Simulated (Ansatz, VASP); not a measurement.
One calculation of SiC, two programs

INCAR

```
SYSTEM = SiC
PREC     = Accurate       ! precision mode
ENCUT    = 520            ! plane-wave cutoff, eV
EDIFF    = 1E-7           ! SCF threshold, eV
ISMEAR   = 0              ! smearing method
SIGMA    = 0.01           ! smearing width, eV
LREAL    = .FALSE.        ! projectors in reciprocal space
LASPH    = .TRUE.         ! aspherical terms in the spheres
NELM     = 100            ! most SCF steps
ALGO     = Normal         ! electronic algorithm
ISIF     = 2              ! what is computed and relaxed
LWAVE    = .FALSE.        ! write WAVECAR
LCHARG   = .FALSE.        ! write CHGCAR
GGA      = PS             ! functional
NBANDS   = 11             ! bands
```

File KPOINTS:

```
Automatic mesh
0
G
  10 10 10
  0 0 0
```

File POSCAR:

```
SiC
1.0
   -0.0102094890      2.1668825477      2.1864976434
    2.1668825477     -0.0102094890      2.1864976434
    2.1566730586      2.1566730586      0.0000000000
Si C
1 1
Direct
   -0.0004772823     -0.0004772823      0.0004772823
    0.2504772823      0.2504772823      0.2495227177
```

Input for Ansatz:

```yaml
crystal:
  lattice:
    - [-0.010209489, 2.1668825477, 2.1864976434]
    - [2.1668825477, -0.010209489, 2.1864976434]
    - [2.1566730586, 2.1566730586, 0.0]
  atoms:
    - { symbol: Si, position: [-0.0004772823, -0.0004772823, 0.0004772823] }
    - { symbol: C, position: [0.2504772823, 0.2504772823, 0.2495227177] }
basis:
  ecutwfc: 600.0
kpoints:
  mp_grid: { grid: [10, 10, 10] }
  band_path:
    path:
      - [0.0, 0.0, 0.0]
      - [0.0, 0.0, 0.0]
      - [0.0, 0.0, 0.0]
      - [0.0, 0.0, 0.0]
      - [0.0, 0.0, 0.0]
      - [0.0, 0.0, 0.0]
      - [0.0, 0.0, 0.0]
      - [0.0, 0.0, 0.0]
      - [0.0, 0.0, 0.0]
      - [0.0, 0.0, 0.0]
      - [0.0, 0.0, 0.0]
      - [0.0, 0.0, 0.0]
      - [0.0, 0.0, 0.0]
      - [0.0, 0.0, 0.0]
      - [0.0, 0.0, 0.0]
      - [0.0, 0.0, 0.0]
      - [0.0, 0.0, 0.0]
      - [0.0, 0.0, 0.0]
      - [0.0, 0.0, 0.0]
      - [0.0, 0.0, 0.0]
      - [0.0, 0.0, 0.0]
      - [0.0, 0.0, 0.0]
      - [0.0, 0.0, 0.0]
      - [0.0, 0.0, 0.0]
      - [0.0, 0.0, 0.0]
      - [0.0, 0.0, 0.0]
      - [0.3, 0.3, 0.0]
      - [0.3166666667, 0.3166666667, 0.0]
      - [0.3333333333, 0.3333333333, 0.0]
      - [0.35, 0.35, 0.0]
      - [0.3666666667, 0.3666666667, 0.0]
      - [0.3833333333, 0.3833333333, 0.0]
      - [0.4, 0.4, 0.0]
      - [0.4166666667, 0.4166666667, 0.0]
      - [0.4333333333, 0.4333333333, 0.0]
      - [0.45, 0.45, 0.0]
      - [0.4666666667, 0.4666666667, 0.0]
      - [0.4833333333, 0.4833333333, 0.0]
      - [0.5, 0.5, 0.0]
      - [0.0, 0.3, 0.3]
      - [0.0, 0.3166666667, 0.3166666667]
      - [0.0, 0.3333333333, 0.3333333333]
      - [0.0, 0.35, 0.35]
      - [0.0, 0.3666666667, 0.3666666667]
      - [0.0, 0.3833333333, 0.3833333333]
      - [0.0, 0.4, 0.4]
      - [0.0, 0.4166666667, 0.4166666667]
      - [0.0, 0.4333333333, 0.4333333333]
      - [0.0, 0.45, 0.45]
      - [0.0, 0.4666666667, 0.4666666667]
      - [0.0, 0.4833333333, 0.4833333333]
      - [0.0, 0.5, 0.5]
      - [0.5, 0.5, 0.5]
      - [0.5, 0.5, 0.5]
      - [0.5, 0.5, 0.5]
      - [0.5, 0.5, 0.5]
      - [0.5, 0.5, 0.5]
      - [0.5, 0.5, 0.5]
      - [0.5, 0.5, 0.5]
      - [0.5, 0.5, 0.5]
      - [0.5, 0.5, 0.5]
      - [0.5, 0.5, 0.5]
      - [0.5, 0.5, 0.5]
      - [0.5, 0.5, 0.5]
      - [0.5, 0.5, 0.5]
      - [0.0, 0.0, 0.5]
      - [0.0, 0.0, 0.5]
      - [0.0, 0.0, 0.5]
      - [0.0, 0.0, 0.5]
      - [0.0, 0.0, 0.5]
      - [0.0, 0.0, 0.5]
      - [0.0, 0.0, 0.5]
      - [0.0, 0.0, 0.5]
      - [0.0, 0.0, 0.5]
      - [0.0, 0.0, 0.5]
      - [0.0, 0.0, 0.5]
      - [0.0, 0.0, 0.5]
      - [0.0, 0.0, 0.5]
    npoints: 1
hamiltonian:
  xc: pbesol
  pseudopotentials: { kind: paw, azcp: { folder: soft_1 } }
scf:
  occupations: { method: fixed }
  n_extra_bands: 5
output:
  eigenvalues: true
```

Alike in both runs: task single point; functional PBEsol; k mesh 10 × 10 × 10; no spin polarisation.

|  | VASP | Ansatz |
| --- | --- | --- |
| version | VASP 6.6.1 | Ansatz 0.2.0 |
| potentials or method | VASP PAW PBE potentials, release 64 (Si, C) | scalar-relativistic, plane waves, PAW |
| plane-wave cutoff (eV) | 520 | 600 |
| occupations | gaussian, width 0.01 eV | fixed |
| valence electrons in the cell | 8 | 8 |

```csv
,VASP,Ansatz,Ansatz less VASP
gap on the k mesh at the Fermi level (eV),1.13,1.14,+0.011
least direct gap on the mesh (eV),4.35,4.37,+0.015
```

Ansatz warned: «pseudo_functional_mismatch».

 A k mesh can miss the band edges.
